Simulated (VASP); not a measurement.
# TaC (Fm-3m) in VASP: a series of runs

One crystal, TaC, is run at these levels: LDA; tasks: relaxation of the atoms.

Everything below comes from runs of VASP 6.6.1. Logs are shortened: lines on timing, memory, paths and dates and some standing lists are left out, and cuts for length are marked.

### 1 Starting point

Symmetry: Fm-3m, No. 225, cubic system. The conventional cell has a = 4.421 Å, b = 4.421 Å, c = 4.421 Å, α = 90.00°, β = 90.00°, γ = 90.00°. Ta (site symmetry m-3m) has 6 C at 2.21 Å as nearest neighbours. C (site symmetry m-3m) is surrounded by 6 Ta at 2.21 Å.

### 2 Relaxation of the atoms, LDA (a relaxed cell with its volume scaled by 0.94)

The input, INCAR:

```
PREC = Accurate
ENCUT = 600
EDIFF = 1E-7
ISMEAR = 1
SIGMA = 0.1
LREAL = F
LASPH = T
NELM = 80
ALGO = Fast
ISIF = 2
LWAVE = F
LCHARG = F
GGA = CA
IBRION = 2
NSW = 40
EDIFFG = -0.01
```

The input, KPOINTS:

```
regular mesh
0
Gamma
  14 14 14
```

The input, POSCAR:

```
TaC                                     
1.0
   -0.0000000000      2.1653446173      2.1653446173
    2.1653446173      0.0000000000      2.1653446173
    2.1653446173      2.1653446173     -0.0000000000
  Ta              C             
     1     1
Direct
     0.0000000000000000    0.0000000000000000    0.0000000000000000
     0.5000000000000000    0.5000000000000000    0.5000000000000000
```

Potentials or basis: VASP PAW LDA potentials, release 64 (Ta_pv, C).

Started as:

```bash
$ cat potpaw_LDA.64/Ta_pv/POTCAR potpaw_LDA.64/C/POTCAR > POTCAR
$ mpirun -np 1 vasp_std > vasp.out
```

OUTCAR:

```text
PREC = Accurate
   ENCUT = 600
   EDIFF = 1E-7
   ISMEAR = 1
   LREAL = F
   LASPH = T
   NELM = 80
   ISIF = 2
   GGA = CA
   IBRION = 2
   NSW = 40
   EDIFFG = -0.01

 ion  position               nearest neighbor table
   1  0.000  0.000  0.000-   2 2.17   2 2.17   2 2.17   2 2.17   2 2.17   2 2.17
   2  0.500  0.500  0.500-   1 2.17   1 2.17   1 2.17   1 2.17   1 2.17   1 2.17

  LATTYP: Found a face centered cubic cell.
 ALAT       =     4.3306892346

  Lattice vectors:

 A1 = (   0.0000000000,   2.1653446173,   2.1653446173)
 A2 = (   2.1653446173,   0.0000000000,   2.1653446173)
 A3 = (   2.1653446173,   2.1653446173,   0.0000000000)

Analysis of symmetry for initial positions (statically):
=====================================================================
 Subroutine PRICEL returns:
 Original cell was already a primitive cell.

 Routine SETGRP: Setting up the symmetry group for a
 face centered cubic supercell.

 Subroutine GETGRP returns: Found 48 space group operations
 (whereof 48 operations were pure point group operations)
 out of a pool of 48 trial point group operations.

The static configuration has the point symmetry O_h .

Analysis of symmetry for dynamics (positions and initial velocities):
=====================================================================
 Subroutine PRICEL returns:
 Original cell was already a primitive cell.

 Routine SETGRP: Setting up the symmetry group for a
 face centered cubic supercell.

 Subroutine GETGRP returns: Found 48 space group operations
 (whereof 48 operations were pure point group operations)
 out of a pool of 48 trial point group operations.

The dynamic configuration has the point symmetry O_h .

 Subroutine INISYM returns: Found 48 space group operations
 (whereof 48 operations are pure point group operations),
 and found     1 'primitive' translations

----------------------------------------------------------------------------------------

                                     Primitive cell

  volume of cell :      20.3054

  direct lattice vectors                    reciprocal lattice vectors
     0.000000000  2.165344617  2.165344617    -0.230910127  0.230910127  0.230910127
     2.165344617  0.000000000  2.165344617     0.230910127 -0.230910127  0.230910127
     2.165344617  2.165344617  0.000000000     0.230910127  0.230910127 -0.230910127

  length of vectors
     3.062259725  3.062259725  3.062259725     0.399948071  0.399948071  0.399948071

  position of ions in fractional coordinates (direct lattice)
     0.000000000  0.000000000  0.000000000
     0.500000000  0.500000000  0.500000000

  ion indices of the primitive-cell ions
   primitive index   ion index
                 1           1
                 2           2

----------------------------------------------------------------------------------------

 KPOINTS: regular mesh

Automatic generation of k-mesh.
 Grid dimensions read from file:
 generate k-points for:   14   14   14

 Generating k-lattice:

  Cartesian coordinates                     Fractional coordinates (reciprocal lattice)
    -0.016493580  0.016493580  0.016493580     0.071428571  0.000000000  0.000000000
     0.016493580 -0.016493580  0.016493580     0.000000000  0.071428571  0.000000000
     0.016493580  0.016493580 -0.016493580     0.000000000  0.000000000  0.071428571

  Length of vectors
     0.028567719  0.028567719  0.028567719

  Shift w.r.t. Gamma in fractional coordinates (k-lattice)
     0.000000000  0.000000000  0.000000000

 Subroutine IBZKPT returns following result:
 ===========================================

 Found    104 irreducible k-points:

 Following reciprocal coordinates:
            Coordinates               Weight
  0.000000  0.000000  0.000000      1.000000
  0.071429  0.000000  0.000000      8.000000
  0.142857  0.000000  0.000000      8.000000
  0.214286  0.000000  0.000000      8.000000
  0.285714  0.000000  0.000000      8.000000
  0.357143  0.000000  0.000000      8.000000
[... 16 lines left out ...]
  0.214286  0.142857  0.000000     24.000000
  0.285714  0.142857  0.000000     24.000000
 [... further k-points ...]
   k-points           NKPTS =    104   k-points in BZ     NKDIM =    104   number of bands    NBANDS=     11
   number of dos      NEDOS =    301   number of ions     NIONS =      2
   total plane-waves  NPLWV =  13824
   dimension x,y,z NGX =    24 NGY =   24 NGZ =   24
   dimension x,y,z NGXF=    48 NGYF=   48 NGZF=   48
   ions per type =               1   1
   NGX,Y,Z   is equivalent  to a cutoff of  13.03, 13.03, 13.03 a.u.
   NGXF,Y,Z  is equivalent  to a cutoff of  26.06, 26.06, 26.06 a.u.
 SYSTEM =  unknown system
   PREC   = accura    normal or accurate (medium, high low for compatibility)
   ISTART =      0    job   : 0-new  1-cont  2-samecut
   ICHARG =      2    charge: 1-file 2-atom 10-const
   ISPIN  =      1    spin polarized calculation?
   LNONCOLLINEAR =      F non collinear calculations
   LSORBIT =      F    spin-orbit coupling
   LASPH  =      T    aspherical Exc in radial PAW
   ENCUT  =  600.0 eV  44.10 Ry    6.64 a.u.   6.12  6.12  6.12*2*pi/ulx,y,z
   NELM   =     80;   NELMIN=  2; NELMDL= -5     # of ELM steps
   EDIFF  = 0.1E-06   stopping-criterion for ELM
   LREAL  =      F    real-space projection
   EDIFFG = -.1E-01   stopping-criterion for IOM
   NSW    =     40    number of steps for IOM
   IBRION =      2    ionic relax: 0-MD 1-quasi-New 2-CG
   NFREE  =      1    steps in history (QN), initial steepest desc. (CG)
   ISIF   =      2    stress and relaxation
   ISYM   =      2    0-nonsym 1-usesym 2-fastsym
   POTIM  = 0.5000    time-step for ionic-motion
   TEBEG  =    0.0;   TEEND  =   0.0 temperature during run
   PSTRESS=    0.0 pullay stress
   NELECT =      15.0000    total number of electrons
   NUPDOWN=      -1.0000    fix difference up-down
   EMIN   =  10.00;   EMAX   =-10.00  energy-range for DOS
   EFERMI =   0.00;   METHOD = LEGACY
   ISMEAR =     1;   SIGMA  =   0.10  broadening in eV -4-tet -1-fermi 0-gaus
   EFERMI_NEDOS =   21; number of points for ismear=-14 and -15
   IALGO  =     68    algorithm
   IMIX   =      4    mixing-type and parameters
     AMIX     =   0.40;   BMIX     =  1.00
     AMIX_MAG =   1.60;   BMIX_MAG =  1.00
  volume/ion in A,a.u.               =      10.15        68.51
  Fermi-wavevector in a.u.,A,eV,Ry     =   1.479909  2.796622 29.798520  2.190129
  Thomas-Fermi vector in A             =   2.594008
   LORBIT       =      0    0 simple, 1 ext, 2 COOP (PROOUT), +10 PAW based schemes
   GGA     = CA    functional components
   LHFCALC =     F    Hartree Fock is set to
   AEXX    =    0.0000 exact exchange contribution
   IVDW    =     0    specifies the selected vdW correction
   LEPSILON=     F    determine dielectric tensor
   LRPA    =     F    only Hartree local field effects (RPA)
 conjugate gradient relaxation of ions
 non-spin polarized calculation
 RMM-DIIS sequential band-by-band and
 Methfessel and Paxton  Order N= 1 SIGMA  =   0.10
  energy-cutoff  :      600.00
  volume of cell :       20.31
 maximum number of plane-waves:       700
   NGX = 13   NGY = 13   NGZ = 13

 number of electron      15.0000000 magnetization

 Free energy of the ion-electron system (eV)
  ---------------------------------------------------
  ext. energy  EPLUGINS =         0.00000000
  ---------------------------------------------------
  free energy    TOTEN  =       -24.18833541 eV

  energy without entropy =      -24.18851478  energy(sigma->0) =      -24.18839520

 E-fermi :   9.3022     XC(G=0): -13.8227

 val. band max:        9.2607561517   @ k =   0.5000   0.2143   0.0000
 cond. band min:       9.3120860265   @ k =   0.1429   0.0714   0.0000
 fundamental gap:      0.0513298749
 Fermi energy:         9.3022139395

 k-point     1 :       0.0000    0.0000    0.0000
  band No.  band energies     occupation
      1     -25.3853      2.00000
      2     -25.3853      2.00000
      3     -25.3853      2.00000
      4      -6.0102      2.00000
      5       7.6750      2.00000
      6       7.6750      2.00000
      7       7.6750      2.00000
      8       8.7117      2.00000
      9       8.7117      2.00000
     10       8.7117      2.00000
     11       9.9338     -0.00000

 k-point     2 :       0.0714    0.0000    0.0000
  band No.  band energies     occupation
      1     -25.4391      2.00000
      2     -25.3904      2.00000
      3     -25.3904      2.00000
      4      -5.8443      2.00000
      5       6.9339      2.00000
      6       7.3387      2.00000
      7       7.3387      2.00000
      8       8.2447      2.00000
      9       8.2447      2.00000
     10       9.1626      2.06381
     11      11.0559     -0.00000

 k-point     3 :       0.1429    0.0000    0.0000
  band No.  band energies     occupation
      1     -25.5871      2.00000
      2     -25.4046      2.00000
      3     -25.4046      2.00000
      4      -5.3665      2.00000
      5       5.6921      2.00000
      6       6.2456      2.00000
      7       6.2456      2.00000
      8       8.5449      2.00000
      9       8.5449      2.00000
     10       9.6728     -0.00000
     11      12.7855      0.00000

 k-point     4 :       0.2143    0.0000    0.0000
  band No.  band energies     occupation
      1     -25.7943      2.00000
      2     -25.4251      2.00000
      3     -25.4251      2.00000
      4      -4.6316      2.00000
      5       4.3738      2.00000
      6       5.2031      2.00000
      7       5.2031      2.00000
      8       9.2208      1.98707
      9       9.2208      1.98707
     10      10.1205     -0.00000
     11      14.6405      0.00000

 k-point     5 :       0.2857    0.0000    0.0000
  band No.  band energies     occupation
      1     -26.0158      2.00000
      2     -25.4476      2.00000
      3     -25.4476      2.00000
      4      -3.7147      2.00000
      5       3.0856      2.00000
      6       4.3607      2.00000
      7       4.3607      2.00000
      8      10.1104     -0.00000
      9      10.1104     -0.00000
     10      10.6749     -0.00000
     11      16.5010      0.00000
[... 211 lines left out ...]
 k-point    21 :      -0.0714    0.0714    0.0000
  band No.  band energies     occupation
      1     -25.5116      2.00000
      2     -25.4208      2.00000
      3     -25.3889      2.00000
      4      -5.5765      2.00000
      5       6.3053      2.00000
      6       6.5324      2.00000
      7       6.6156      2.00000
      8       7.9175      2.00000
      9       9.0130      2.00034
     10       9.6840     -0.00000
     11      11.2369     -0.00000

 k-point    22 :       0.1429    0.1429    0.0000
  band No.  band energies     occupation
      1     -25.5725      2.00000
      2     -25.4515      2.00000
      3     -25.4515      2.00000
      4      -5.1918      2.00000
      5       4.7813      2.00000
      6       6.7460      2.00000
      7       6.8003      2.00000
      8       6.8003      2.00000
      9      10.2883     -0.00000
     10      10.7227     -0.00000
     11      10.7227     -0.00000

 k-point    23 :       0.2143    0.1429    0.0000
  band No.  band energies     occupation
      1     -25.7062      2.00000
      2     -25.4830      2.00000
      3     -25.4720      2.00000
      4      -4.7032      2.00000
      5       3.8861      2.00000
      6       5.7840      2.00000
      7       6.3841      2.00000
      8       7.2654      2.00000
      9      10.3243     -0.00000
     10      11.3015     -0.00000
     11      12.0675      0.00000

 k-point    24 :       0.2857    0.1429    0.0000
  band No.  band energies     occupation
      1     -25.8895      2.00000
      2     -25.5116      2.00000
      3     -25.4951      2.00000
      4      -4.0225      2.00000
      5       3.0572      2.00000
      6       4.8835      2.00000
      7       5.6395      2.00000
      8       7.8554      2.00000
      9      10.8916     -0.00000
     10      11.8008      0.00000
     11      13.6495      0.00000

 [... further k-points ...]

------------------------ aborting loop because EDIFF is reached ----------------------------------------

  FORCE on cell =-STRESS in cart. coord.  units (eV):
  Direction    XX          YY          ZZ          XY          YZ          ZX
  --------------------------------------------------------------------------------------
  -------------------------------------------------------------------------------------
  Total        3.1979355      3.1979355      3.1979355      0.0000000      0.0000000      0.0000000
  in kB      252.3301927    252.3301927    252.3301927      0.0000000      0.0000000      0.0000000
  external PRESSURE =     252.3301927 kB  Pullay stress =       0.0000000 kB

 VOLUME and BASIS-vectors are now :
 -----------------------------------------------------------------------------
  energy-cutoff  :      600.00
  volume of cell :       20.31
      direct lattice vectors                 reciprocal lattice vectors
     0.000000000  2.165344617  2.165344617    -0.230910127  0.230910127  0.230910127
     2.165344617  0.000000000  2.165344617     0.230910127 -0.230910127  0.230910127
     2.165344617  2.165344617  0.000000000     0.230910127  0.230910127 -0.230910127

 POSITION                                       TOTAL-FORCE (eV/Angst)
 -----------------------------------------------------------------------------------
      0.00000      0.00000      0.00000         0.000000     -0.000000     -0.000000
      2.16534      2.16534      2.16534        -0.000000      0.000000      0.000000
 -----------------------------------------------------------------------------------
    total drift:                                0.000000     -0.000000     -0.000000

  FREE ENERGIE OF THE ION-ELECTRON SYSTEM (eV)
  ---------------------------------------------------
  free  energy   TOTEN  =       -24.1883354148 eV

  energy  without entropy=      -24.1885147813  energy(sigma->0) =      -24.18839520

 reached required accuracy - stopping structural energy minimisation
```

Wall time 13 s (1 thread of Intel Xeon Platinum 8488C (Sapphire Rapids), shared host); peak memory 0.15 GiB.

Results:

- Free energy: -24.1883 eV
- Pressure after relaxing: 25.2 GPa
- Band gap on the k mesh: none (metal or under the smearing width)

Final structure:
```cif
data_structure
_symmetry_space_group_name_H-M 'P 1'
_symmetry_Int_Tables_number 1
_cell_length_a 3.0623
_cell_length_b 3.0623
_cell_length_c 3.0623
_cell_angle_alpha 60.000
_cell_angle_beta 60.000
_cell_angle_gamma 60.000
_cell_volume 20.31
loop_
_atom_site_label
_atom_site_type_symbol
_atom_site_fract_x
_atom_site_fract_y
_atom_site_fract_z
_atom_site_occupancy
Ta1 Ta 0.00000 0.00000 0.00000 1
C1 C 0.50000 0.50000 0.50000 1
```

Caveat: the relaxation stopped at its first step, so nothing moved. Spin-orbit coupling is left out, which matters for the levels of Ta.

(Continued in part 2 of 2.)
